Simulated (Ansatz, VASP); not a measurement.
## Ru (linear Ru chain, spacing 3.025 A) in two plane-wave programs

Wanted: the spread between two codes on one cell, functional and k mesh. The cell is taken from a series of runs on this material, whose earlier steps may have relaxed, scaled, displaced or heated it; both programs get it as it stands.

Program: Ansatz 0.2.0. Level of theory: plane waves, with VASP 6.6.1 beside it; single point at PBE. Results are calculated unless marked as measured.

## 1. Set-up

The cell holds 1 atom: 1 Ru. Cell: a = 12.000 Å, b = 12.000 Å, c = 3.025 Å, α = 90.0°, β = 90.0°, γ = 90.0°. As first built, before any earlier steps moved the atoms (in the runner's words): model lattice. Vacuum lies along a and b. The structure's axis is c.

## 2. Ansatz: single point, PBE, pair 1

Ansatz runs on its PAW soft_1 files.

With cell and atoms fixed, the geometry can't cause a difference; cores, projectors, grids and the points listed under the comparison can.

File input.yaml:

```yaml
crystal:
  lattice:
    - [12.0, 0.0, 0.0]
    - [0.0, 12.0, 0.0]
    - [0.0, 0.0, 3.025]
  atoms:
    - { symbol: Ru, position: [0.5, 0.5, 0.0], spin: 1.5 }
magnetization:
  spin_polarized: true
kpoints:
  mp_grid: { grid: [1, 1, 9] }
hamiltonian:
  xc: pbe
  pseudopotentials: { kind: paw, azcp: { folder: soft_1 } }
scf:
  occupations: { method: fermi_dirac, width: 0.1 }
  max_iter: 120
  convergence: { dr2_threshold: 1.0e-08 }
  lower_state_search: "off"
```

Started as:

```sh
> ansatz run input.yaml --threads 4 --pin off --max-ram 8192MiB --backend cpu --events-out ev --progress --plain --runs-dir out
```

Numbers of over 12 decimals in the logs are rounded to 6 here.

What it wrote:

```text
Engine: ansatz 0.2.0, x86_64-unknown-linux-gnu
Pseudopotentials: kind: paw
Pseudopotential: Ru, paw, valence charge 16, recommended cutoff 420 eV (normal), soft_1/Ru.paw.azcp
Functional definition: PBE
  parameter kappa = 0.804
  parameter beta = 0.066725
  exchange = pbe_x(kappa = kappa, mu = beta*pi^2/3)
  correlation = pbe_c(beta = beta)
Crystal: 1 atoms, lattice volume = 435.600 Å³
Basis set: ecut = 420 eV, 8475 PW (Γ)
Bands: 13, of which v1, the nominal top of the filled ones, is band 8 counted from 1 (7 counted from 0)
Symmetry: 16 space group operations
Space group: P4/mmm (ITA 123), of the structure as read, at distance tolerance 7.6e-5 Å
Magnetic group: BNS 123.339 (UNI 999), of the structure as read, at distance tolerance 7.6e-5 Å
k-points: 5 of 9
Non-local potential: Ru, projectors of the file, l = 0: 3, l = 1: 2, l = 2: 2, l = 3: 1
PAW form: soft (Blöchl's): semilocal exchange-correlation on the pseudo side does not see the compensation charge
PAW one-centre angular grid: Ru, 590 points (default); XC on 64 Gauss nodes
Initial density: superposition of atomic densities (neutral atoms: chi_scale 0, normalization atom)
Starting moments: Σ|m| = 1.5 μB on 1 of 1 site
Initial wavefunctions: pseudopotential atomic-orbital guess
Functional: x = pbe(κ = 0.804, μ = 0.219515), c = pbe(β = 0.066725)
iter 1 solved again at ethr=1.12e-3 eV; its pass at ethr=3.10e-3 eV (dr2=1.78e-1 eV) is discarded
SCF iter   1: F=—  HF=-5872.896637 eV  |F-HF|=—  |Δ(HF+E_count)|=         —  Δρ=1.14e-2 (↑9.00e-3 ↓1.14e-2)  dr2=1.84e-1  dr2_m=3.92e-1  M=2.813 μB ∫|m|=2.814 μB  β_m=1.00  ethr=1.12e-3  ⟨swp⟩=1.0  Hψ=1021  notcnv=0
preconditioner: auto → LDOS  [metal: Δε(μ)=0.032 eV  Ē_g=4.003 eV  σ=0.100 eV  W_gap=0.08  n_scr=28 (ndim 8)  ℏωp=5.0 eV  f_vac=0.822  D(μ)=6.71/eV (n_scr^D=36)]
spin=Collinear: LDOS preconditioning applied to the charge; magnetization (m = ρ↑ − ρ↓) channel mixes plain (no charge-response kernel on spin).
SCF iter   2: F=—  HF=-5873.336988 eV  |F-HF|=—  |Δ(HF+E_count)|=   4.40e-1  Δρ=6.29e-3 (↑2.83e-3 ↓6.29e-3)  dr2=2.13e-1  dr2_m=4.40e-2  M=3.177 μB ∫|m|=3.178 μB  β_m=1.00  ethr=1.12e-3  ⟨swp⟩=2.3  Hψ=240  notcnv=0
SCF iter   3: F=—  HF=-5873.355166 eV  |F-HF|=—  |Δ(HF+E_count)|=   1.82e-2  Δρ=3.61e-3 (↑2.63e-3 ↓3.61e-3)  dr2=1.63e-1  dr2_m=2.32e-3  M=3.267 μB ∫|m|=3.267 μB  β_m=1.00  ethr=1.12e-3  ⟨swp⟩=2.0  Hψ=218  notcnv=0
SCF iter   4: F=—  HF=-5873.345465 eV  |F-HF|=—  |Δ(HF+E_count)|=   9.70e-3  Δρ=5.19e-3 (↑1.59e-3 ↓5.19e-3)  dr2=8.31e-2  dr2_m=1.83e-2  M=3.146 μB ∫|m|=3.147 μB  β_m=0.30  ethr=1.02e-3  ⟨swp⟩=2.8  Hψ=250  notcnv=0
SCF iter   5: F=—  HF=-5873.350834 eV  |F-HF|=—  |Δ(HF+E_count)|=   5.37e-3  Δρ=1.48e-3 (↑7.39e-4 ↓1.48e-3)  dr2=8.91e-3  dr2_m=1.78e-3  M=3.183 μB ∫|m|=3.184 μB  β_m=0.30  ethr=5.19e-4  ⟨swp⟩=2.5  Hψ=273  notcnv=0
SCF iter   6: F=—  HF=-5873.366065 eV  |F-HF|=—  |Δ(HF+E_count)|=   1.52e-2  Δρ=9.66e-4 (↑9.66e-4 ↓8.25e-4)  dr2=5.85e-3  dr2_m=1.49e-4  M=3.195 μB ∫|m|=3.195 μB  β_m=1.00  ethr=5.57e-5  ⟨swp⟩=2.1  Hψ=265  notcnv=0
SCF iter   7: F=—  HF=-5873.368808 eV  |F-HF|=—  |Δ(HF+E_count)|=   2.74e-3  Δρ=7.51e-4 (↑7.51e-4 ↓6.29e-4)  dr2=4.46e-3  dr2_m=5.94e-5  M=3.194 μB ∫|m|=3.195 μB  β_m=1.00  ethr=3.66e-5  ⟨swp⟩=1.0  Hψ=130  notcnv=0
SCF iter   8: F=—  HF=-5873.369247 eV  |F-HF|=—  |Δ(HF+E_count)|=   4.39e-4  Δρ=3.16e-4 (↑2.86e-4 ↓3.16e-4)  dr2=3.86e-5  dr2_m=3.38e-4  M=3.180 μB ∫|m|=3.181 μB  β_m=0.30  ethr=2.79e-5  ⟨swp⟩=2.6  Hψ=208  notcnv=0
SCF iter   9: F=—  HF=-5873.370040 eV  |F-HF|=—  |Δ(HF+E_count)|=   7.93e-4  Δρ=3.88e-4 (↑1.58e-4 ↓3.88e-4)  dr2=1.33e-4  dr2_m=2.76e-4  M=3.178 μB ∫|m|=3.179 μB  β_m=0.30  ethr=2.42e-7  ⟨swp⟩=2.3  Hψ=218  notcnv=0
[...]
SCF iter  11: F=—  HF=-5873.370710 eV  |F-HF|=—  |Δ(HF+E_count)|=   2.16e-4  Δρ=1.35e-4 (↑4.73e-5 ↓1.35e-4)  dr2=1.74e-5  dr2_m=3.17e-5  M=3.178 μB ∫|m|=3.179 μB  β_m=0.30  ethr=2.42e-7  ⟨swp⟩=2.0  Hψ=191  notcnv=0
SCF iter  12: F=—  HF=-5873.370810 eV  |F-HF|=—  |Δ(HF+E_count)|=   9.97e-5  Δρ=1.21e-4 (↑3.27e-5 ↓1.21e-4)  dr2=1.73e-5  dr2_m=2.18e-5  M=3.178 μB ∫|m|=3.179 μB  β_m=0.30  ethr=1.09e-7  ⟨swp⟩=1.4  Hψ=156  notcnv=0
Mixer restart at iter 12: flushing history
spin-set hold released at iteration 12 (site moments contracting): the magnetisation degrees of freedom join the quasi-Newton model from the next iteration; the mixer history was flushed
SCF iter  13: F=—  HF=-5873.370858 eV  |F-HF|=—  |Δ(HF+E_count)|=   4.77e-5  Δρ=9.49e-5 (↑3.07e-5 ↓9.49e-5)  dr2=9.39e-6  dr2_m=1.39e-5  M=3.178 μB ∫|m|=3.179 μB  β_m=0.65  ethr=1.08e-7  ⟨swp⟩=1.5  Hψ=166  notcnv=0
SCF iter  14: F=—  HF=-5873.371024 eV  |F-HF|=—  |Δ(HF+E_count)|=   1.66e-4  Δρ=9.75e-5 (↑9.50e-6 ↓9.75e-5)  dr2=8.78e-6  dr2_m=1.06e-5  M=3.178 μB ∫|m|=3.179 μB  β_m=0.82  ethr=5.87e-8  ⟨swp⟩=2.0  Hψ=222  notcnv=0
SCF iter  15: F=—  HF=-5873.371040 eV  |F-HF|=—  |Δ(HF+E_count)|=   1.63e-5  Δρ=1.20e-4 (↑7.21e-6 ↓1.20e-4)  dr2=1.30e-5  dr2_m=1.56e-5  M=3.178 μB ∫|m|=3.179 μB  β_m=0.89  ethr=5.48e-8  ⟨swp⟩=1.9  Hψ=180  notcnv=0
SCF iter  16: F=—  HF=-5873.371005 eV  |F-HF|=—  |Δ(HF+E_count)|=   3.51e-5  Δρ=5.51e-5 (↑7.51e-6 ↓5.51e-5)  dr2=3.02e-6  dr2_m=3.39e-6  M=3.178 μB ∫|m|=3.179 μB  β_m=0.96  ethr=5.48e-8  ⟨swp⟩=2.0  Hψ=219  notcnv=0
SCF iter  17: F=—  HF=-5873.371008 eV  |F-HF|=—  |Δ(HF+E_count)|=   2.59e-6  Δρ=5.97e-5 (↑3.86e-6 ↓5.97e-5)  dr2=3.24e-6  dr2_m=3.89e-6  M=3.178 μB ∫|m|=3.179 μB  β_m=0.42  ethr=1.89e-8  ⟨swp⟩=2.2  Hψ=198  notcnv=0
SCF iter  18: F=—  HF=-5873.371001 eV  |F-HF|=—  |Δ(HF+E_count)|=   6.92e-6  Δρ=3.64e-5 (↑2.17e-6 ↓3.64e-5)  dr2=1.19e-6  dr2_m=1.46e-6  M=3.178 μB ∫|m|=3.179 μB  β_m=0.99  ethr=1.89e-8  ⟨swp⟩=2.0  Hψ=193  notcnv=0
SCF iter  19: F=-5873.370997 eV  HF=-5873.370997 eV  |F-HF|=3.87e-10  |Δ(HF+E_count)|=   4.03e-6  Δρ=7.53e-7 (↑3.98e-7 ↓7.53e-7)  dr2=1.63e-9  dr2_m=2.77e-10  M=3.178 μB ∫|m|=3.179 μB  ethr=6.25e-11  ⟨swp⟩=2.0  Hψ=453  notcnv=0
The SCF converged. Along the directions that its mixing steps explored, a Ritz value of the dielectric operator 1 − χ₀K read negative at each of the last 4 readings (its real part and the size of its imaginary part sum to between -0.52 and -0.46).
SCF 1 converged in 19 iterations: F = -5873.370997 eV  dr2 = 1.63e-9
  greatest PAW one-centre occupation: 0.999 electrons in one spin orbital (limit 2), on the Ru atom at site 0 (counted from 0), in its partial waves of l = 0
No search for a lower state was made along the close's negative reading: the deck asks for none (scf.lower_state_search: off) (following: asked_to_warn; scf.lower_state_search in the input reference).
SCF converged after 19 iterations
Magnetization: 3.1778 μB (9.5889 up, 6.4111 down)
Absolute magnetization: 3.1788 μB (∫|ρ↑−ρ↓|, with the PAW one-centre terms)
Spin contamination: 0.0079 ħ² per cell (⟨S²⟩ above its minimum at these occupations)
Per-site moments (μB) at R_I (Å): [(2.720104, 1.2478125)]
Free energy (F): -5873.370997 eV
Harris-Foulkes:  -5873.370997 eV  (|F-HF|=3.87e-10)
Internal energy: -5873.218189 eV  (E = F + TS)
E sigma→0 (E₀):  -5873.294593 eV
Entropy (-TS):   -0.152808 eV (-152.808 meV/atom)
Fermi energy:    -3.267485 eV
--- Per-component energies (eV) ---
  E_band       = -461.692802
  E_kinetic    = 453.503947
  E_local      = -5203.435209  (includes V_loc(G=0)·N_el)
  E_nonlocal   = 423.259926
  E_hartree    = 2181.016204
  E_xc         = -163.265619
  E_vxc        = -205.543788  (∫ρ·V_xc dr)
  E_paw        = -3505.233223  (= ΣΔE_a)
  E_vpaw       = -291.509917  (= ΣTr[D̂ρ^β])
  E_aug_tail   = 0.000675  (compensation charges beyond the density's cutoff)
  E_ewald      = -59.064890
  E_smearing   = -0.152808  (= −TS)
  E_closure    = -0.000000  (closes the sum)
  Σ components = -5873.370997   (vs F -5873.370997, Δ=0.00e0)
```

The column dr2 measures how far the density is from self-consistency, as an energy; F and HF (Harris–Foulkes) agree once it is small.

## 3. VASP: single point, PBE, pair 1

The same cell, functional, mesh and smearing now go to VASP, with its own data sets.

Lines of VASP's logs that name or quote its potential files are left out, and so is its time.

File INCAR:

```
SYSTEM = Ru
PREC = Accurate
ENCUT = 400
EDIFF = 1E-06
NELM = 200
ISMEAR = -1
SIGMA = 0.1
LREAL = .FALSE.
ALGO = Normal
GGA = PE
NBANDS = 15
ISPIN = 2
MAGMOM = 2.72
LASPH = .TRUE.
LMAXMIX = 4
LORBIT = 11
LWAVE = .FALSE.
LCHARG = .FALSE.
ISIF = 2
GGA_COMPAT = .FALSE.
```

File POSCAR:

```
Ru
1.0
   12.0000000000      0.0000000000      0.0000000000
    0.0000000000     12.0000000000      0.0000000000
    0.0000000000      0.0000000000      3.0250000000
Ru
1
Direct
    0.5000000000      0.5000000000      0.0000000000
```

File KPOINTS:

```
Automatic mesh
0
Gamma
1 1 9
0 0 0
```

PAW data sets: Ru_pv (PBE family, release 64).

Started as:

```sh
> mpirun -np 1 vasp_std
```

What it wrote:

```text
[banner, memory and clock lines left out]
running    1 mpi-ranks, on    1 nodes
 distrk:  each k-point on    1 cores,    1 groups
 distr:  one band on    1 cores,    1 groups

 POSCAR found type information on POSCAR Ru
 POSCAR found :  1 types and       1 ions
 LDA part: xc-table for (Slater+PW92), standard interpolation
 POSCAR, INCAR and KPOINTS ok, starting setup
 FFT: planning ... GRIDC
 FFT: planning ... GRID_SOFT
 FFT: planning ... GRID
 WAVECAR not read
 entering main loop
       N       E                     dE             d eps       ncg     rms          rms(c)
DAV:   1     0.325529471831E+02    0.32553E+02   -0.59727E+03   460   0.473E+02
DAV:   2    -0.132795635247E+01   -0.33881E+02   -0.29800E+02   491   0.107E+02
DAV:   3    -0.366350977975E+01   -0.23356E+01   -0.21388E+01   314   0.173E+01
DAV:   4    -0.371172058557E+01   -0.48211E-01   -0.48057E-01   437   0.244E+00
DAV:   5    -0.371281551398E+01   -0.10949E-02   -0.10945E-02   358   0.338E-01    0.324E+00
DAV:   6    -0.369764688872E+01    0.15169E-01   -0.48881E-01   335   0.467E+00    0.191E+00
DAV:   7    -0.369523223876E+01    0.24146E-02   -0.95151E-02   352   0.156E+00    0.998E-01
DAV:   8    -0.374365635979E+01   -0.48424E-01   -0.32853E-02   324   0.831E-01    0.622E-01
DAV:   9    -0.381320896640E+01   -0.69553E-01   -0.17588E-02   357   0.436E-01    0.341E-01
DAV:  10    -0.385156330915E+01   -0.38354E-01   -0.58216E-03   322   0.353E-01    0.175E-01
DAV:  11    -0.387437942859E+01   -0.22816E-01   -0.38543E-03   315   0.240E-01    0.921E-02
DAV:  12    -0.387649432501E+01   -0.21149E-02   -0.42514E-04   335   0.885E-02    0.112E-01
DAV:  13    -0.387538571603E+01    0.11086E-02   -0.22173E-04   314   0.999E-02    0.781E-02
DAV:  14    -0.387633071327E+01   -0.94500E-03   -0.19913E-04   300   0.829E-02    0.426E-02
[...]
DAV:  20    -0.387792964819E+01   -0.52271E-04   -0.80643E-06   300   0.137E-02    0.276E-03
DAV:  21    -0.387796004600E+01   -0.30398E-04   -0.14342E-05   291   0.109E-02    0.153E-03
DAV:  22    -0.387798600256E+01   -0.25957E-04   -0.19099E-06   304   0.666E-03    0.111E-03
DAV:  23    -0.387801088305E+01   -0.24880E-04   -0.25942E-06   290   0.573E-03    0.521E-04
DAV:  24    -0.387802019284E+01   -0.93098E-05   -0.84174E-07   289   0.298E-03    0.339E-04
DAV:  25    -0.387803105437E+01   -0.10862E-04   -0.13755E-06   252   0.216E-03    0.235E-04
DAV:  26    -0.387803268982E+01   -0.16354E-05   -0.27666E-07   266   0.158E-03    0.140E-04
DAV:  27    -0.387803264542E+01    0.44396E-07   -0.25156E-08   255   0.632E-04
   1 F= -.38780326E+01 E0= -.38012238E+01  d E =-.153618E+00  mag=     3.1780
```

(Part 1 of 2 ends here.)

[Lines on the potential files, build, host, timing and source positions are cut from VASP's logs without a mark.]

[Logs are printed without paths, hosts, clocks, repeated set-up lines and the standing remarks that a program may print on its own settings, such as how far it seeks lower states.]

[Hosts, paths, dates, database ids (printed as entryN), source tags and the programs' standing remarks are cut or masked in the printed files.]
